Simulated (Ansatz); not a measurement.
# Re: strong compression

How does Re (simple hexagonal type) answer strong compression, and how long do frozen cores keep up with all electrons? Methods of the runs shown: LAPW, crystal datasets and norm-conserving. Companion runs by PAW are cited. Its runs: the reference run (LAPW); volume scaled by 1 (crystal datasets and norm-conserving); volume scaled by 0.95 (LAPW); volume scaled by 0.85 (LAPW); volume scaled by 0.75 (LAPW and norm-conserving); volume scaled by 0.65 (LAPW); volume scaled by 0.55 (LAPW and norm-conserving); volume scaled by 0.45 (LAPW and norm-conserving); volume scaled by 0.4 (LAPW, crystal datasets and norm-conserving).

Computed with Ansatz 0.2.0 (DFT PBE, with the methods named in each step, unless a step's input says otherwise).

### 1 Starting point

It takes space group P6/mmm (No. 191, hexagonal). The conventional cell has a = 2.764 Å, b = 2.764 Å, c = 2.469 Å, α = 90.00°, β = 90.00°, γ = 120.00°. Re (site symmetry 6/mmm) has 8 Re at 2.47 to 2.76 Å in its first shell of neighbours.

As a file:

```
CELL_PARAMETERS angstrom
2.76415 0.00000 0.00000
-1.38208 2.39383 0.00000
0.00000 0.00000 2.46937
ATOMIC_POSITIONS crystal
Re 0.00000 0.00000 0.00000
```

Whether this phase is the stable one at these pressures isn't tested.

### 2 The reference volume, LAPW

Input file input.yaml:

```yaml
crystal:
  lattice:
    - [2.7641528354, 0.0, 0.0]
    - [-1.3820764177, 2.3938265754, 0.0]
    - [0.0, 0.0, 2.4693650087]
  atoms:
    - { symbol: Re, position: [0.0, 0.0, 0.0] }
kpoints:
  mp_grid: { grid: [16, 16, 15] }
  band_path:
    path:
      - [0.0, 0.0, 0.0]
      - [0.5, 0.0, 0.0]
      - [0.3333333333, 0.3333333333, 0.0]
      - [0.0, 0.0, 0.0]
      - [0.0, 0.0, 0.5]
      - [0.5, 0.0, 0.5]
      - [0.3333333333, 0.3333333333, 0.5]
      - [0.0, 0.0, 0.5]
      - [0.5, 0.0, 0.5]
    npoints: 14
scf:
  occupations: { method: fermi_dirac, width: 0.08 }
hamiltonian:
  xc: pbe
  pseudopotentials: { kind: all_electron, lapw: { basis_error: 0.001 } }
output:
  forces: true
  stress: true
  eigenvalues: true
  populations: true
  dos: { projected: true, de: 0.2, e_range: [-14, 8] }
```

Run with:

```bash
$ ansatz run input.yaml --threads 1 --pin off --max-ram 2048MiB --backend cpu --events-out ev --progress --plain --runs-dir out
```

### 3 Volume scaled by 1, crystal datasets

Input file input.yaml:

```yaml
crystal:
  lattice:
    - [2.7641528354, 0.0, 0.0]
    - [-1.3820764177, 2.3938265754, 0.0]
    - [0.0, 0.0, 2.4693650087]
  atoms:
    - { symbol: Re, position: [0.0, 0.0, 0.0] }
kpoints:
  mp_grid: { grid: [16, 16, 15] }
scf:
  occupations: { method: fermi_dirac, width: 0.08 }
hamiltonian:
  xc: pbe
  pseudopotentials: { kind: all_electron, datasets: crystal }
output:
  forces: true
  stress: true
  eigenvalues: true
```

### 4 Volume scaled by 1, norm-conserving

Edit input.yaml of step 3 so:

```diff
@@ -13,3 +13,3 @@
   xc: pbe
-  pseudopotentials: { kind: all_electron, datasets: crystal }
+  pseudopotentials: { kind: nc }
 output:
```

### 5 Volume scaled by 0.95, LAPW

Input file input.yaml:

```yaml
crystal:
  lattice:
    - [2.7153194587, 0.0, 0.0]
    - [-1.3576597294, 2.3515356307, 0.0]
    - [0.0, 0.0, 2.4310345775]
  atoms:
    - { symbol: Re, position: [0.0, 0.0, 0.0] }
kpoints:
  mp_grid: { grid: [16, 16, 15] }
scf:
  occupations: { method: fermi_dirac, width: 0.08 }
hamiltonian:
  xc: pbe
  pseudopotentials: { kind: all_electron, lapw: { basis_error: 0.001 } }
output:
  forces: true
  stress: true
  eigenvalues: true
  populations: true
```

### 6 Volume scaled by 0.85, LAPW

Edit input.yaml of step 5 so:

```diff
@@ -2,5 +2,5 @@
   lattice:
-    - [2.7153194587, 0.0, 0.0]
-    - [-1.3576597294, 2.3515356307, 0.0]
-    - [0.0, 0.0, 2.4310345775]
+    - [2.6143728832, 0.0, 0.0]
+    - [-1.3071864416, 2.2641133319, 0.0]
+    - [0.0, 0.0, 2.3463525083]
   atoms:
```

### 7 Volume scaled by 0.75, LAPW

Edit input.yaml of step 6 so:

```diff
@@ -2,5 +2,5 @@
   lattice:
-    - [2.6143728832, 0.0, 0.0]
-    - [-1.3071864416, 2.2641133319, 0.0]
-    - [0.0, 0.0, 2.3463525083]
+    - [2.505425957, 0.0, 0.0]
+    - [-1.2527129784, 2.169762526, 0.0]
+    - [0.0, 0.0, 2.2542782086]
   atoms:
```

### 8 Volume scaled by 0.75, norm-conserving

Edit input.yaml of step 7 so:

```diff
@@ -13,3 +13,3 @@
   xc: pbe
-  pseudopotentials: { kind: all_electron, lapw: { basis_error: 0.001 } }
+  pseudopotentials: { kind: nc }
 output:
@@ -18,2 +18 @@
   eigenvalues: true
-  populations: true
```

### 9 Volume scaled by 0.65, LAPW

Input file input.yaml:

```yaml
crystal:
  lattice:
    - [2.385194691, 0.0, 0.0]
    - [-1.1925973455, 2.0656391954, 0.0]
    - [0.0, 0.0, 2.155634289]
  atoms:
    - { symbol: Re, position: [0.0, 0.0, 0.0] }
kpoints:
  mp_grid: { grid: [16, 16, 15] }
scf:
  occupations: { method: fermi_dirac, width: 0.08 }
hamiltonian:
  xc: pbe
  pseudopotentials: { kind: all_electron, lapw: { basis_error: 0.001 } }
output:
  forces: true
  stress: true
  eigenvalues: true
  populations: true
```

### 10 Volume scaled by 0.55, LAPW

Edit input.yaml of step 9 so:

```diff
@@ -2,5 +2,5 @@
   lattice:
-    - [2.385194691, 0.0, 0.0]
-    - [-1.1925973455, 2.0656391954, 0.0]
-    - [0.0, 0.0, 2.155634289]
+    - [2.2495298194, 0.0, 0.0]
+    - [-1.1247649097, 1.9481499702, 0.0]
+    - [0.0, 0.0, 2.0506359892]
   atoms:
```

### 11 Volume scaled by 0.55, norm-conserving

Edit input.yaml of step 10 so:

```diff
@@ -13,3 +13,3 @@
   xc: pbe
-  pseudopotentials: { kind: all_electron, lapw: { basis_error: 0.001 } }
+  pseudopotentials: { kind: nc }
 output:
@@ -18,2 +18 @@
   eigenvalues: true
-  populations: true
```

### 12 Volume scaled by 0.45, LAPW

Input file input.yaml:

```yaml
crystal:
  lattice:
    - [2.0906025666, 0.0, 0.0]
    - [-1.0453012834, 1.8105149319, 0.0]
    - [0.0, 0.0, 1.9425801642]
  atoms:
    - { symbol: Re, position: [0.0, 0.0, 0.0] }
kpoints:
  mp_grid: { grid: [16, 16, 15] }
scf:
  occupations: { method: fermi_dirac, width: 0.08 }
hamiltonian:
  xc: pbe
  pseudopotentials: { kind: all_electron, lapw: { basis_error: 0.001 } }
output:
  forces: true
  stress: true
  eigenvalues: true
  populations: true
```

### 13 Volume scaled by 0.45, norm-conserving

Edit input.yaml of step 12 so:

```diff
@@ -13,3 +13,3 @@
   xc: pbe
-  pseudopotentials: { kind: all_electron, lapw: { basis_error: 0.001 } }
+  pseudopotentials: { kind: nc }
 output:
@@ -18,2 +18 @@
   eigenvalues: true
-  populations: true
```

### 14 Volume scaled by 0.4, LAPW

Input file input.yaml:

```yaml
crystal:
  lattice:
    - [2.0022380064, 0.0, 0.0]
    - [-1.0011190032, 1.733988978, 0.0]
    - [0.0, 0.0, 1.8825130005]
  atoms:
    - { symbol: Re, position: [0.0, 0.0, 0.0] }
kpoints:
  mp_grid: { grid: [16, 16, 15] }
  band_path:
    path:
      - [0.0, 0.0, 0.0]
      - [0.5, 0.0, 0.0]
      - [0.3333333333, 0.3333333333, 0.0]
      - [0.0, 0.0, 0.0]
      - [0.0, 0.0, 0.5]
      - [0.5, 0.0, 0.5]
      - [0.3333333333, 0.3333333333, 0.5]
      - [0.0, 0.0, 0.5]
      - [0.5, 0.0, 0.5]
    npoints: 8
scf:
  occupations: { method: fermi_dirac, width: 0.08 }
hamiltonian:
  xc: pbe
  pseudopotentials: { kind: all_electron, lapw: { basis_error: 0.001 } }
output:
  forces: true
  stress: true
  eigenvalues: true
  populations: true
  dos: { projected: true, de: 0.2, e_range: [-14, 8] }
```

### 15 Volume scaled by 0.4, crystal datasets

Input file input.yaml:

```yaml
crystal:
  lattice:
    - [2.0022380064, 0.0, 0.0]
    - [-1.0011190032, 1.733988978, 0.0]
    - [0.0, 0.0, 1.8825130005]
  atoms:
    - { symbol: Re, position: [0.0, 0.0, 0.0] }
kpoints:
  mp_grid: { grid: [16, 16, 15] }
scf:
  occupations: { method: fermi_dirac, width: 0.08 }
hamiltonian:
  xc: pbe
  pseudopotentials: { kind: all_electron, datasets: crystal }
output:
  forces: true
  stress: true
  eigenvalues: true
```

### 16 Volume scaled by 0.4, norm-conserving

Edit input.yaml of step 15 so:

```diff
@@ -13,3 +13,3 @@
   xc: pbe
-  pseudopotentials: { kind: all_electron, datasets: crystal }
+  pseudopotentials: { kind: nc }
 output:
```

(Steps that only read results are left out.)

**Question.** What will these runs give? Wanted: LAPW pressure at 0.4 of the volume; PAW pressure at 0.4 of the volume; PAW; crystal datasets pressure at 0.4 of the volume; norm-conserving pressure at 0.4 of the volume; fitted bulk modulus at zero pressure.

The runs gave:

| quantity | value |
| --- | --- |
| LAPW pressure at 0.4 of the volume | 1784.5 GPa |
| PAW pressure at 0.4 of the volume | 1804.7 GPa |
| PAW (core large) pressure at 0.4 of the volume | 1804.7 GPa |
| crystal datasets pressure at 0.4 of the volume | 1784.6 GPa |
| norm-conserving pressure at 0.4 of the volume | 1801.3 GPa |
| fitted bulk modulus at zero pressure (LAPW) | 289 GPa |
| its pressure derivative | 4.10 |

**Reading.** By LAPW the pressure climbs to 1785 GPa at 0.4 of the first volume. A third-order Birch-Murnaghan curve fits the range only roughly (B₀ = 289 GPa, B′ = 4.10, misfit at most 6.39 GPa). A fit over so wide a range leans to the high pressures, so B₀ can be off by several per cent. Where LAPW's pressure is over 3 GPa, PAW's departs from it by at most 1.2 %, at 0.4 of the volume, where the frozen cores and overlapping spheres are strained most. The ions are at rest, and the electrons smeared by 0.08 eV. Spin-orbit coupling is left out, though the cell holds Re; in elements this heavy it can shift bands and gaps by tenths of an eV.
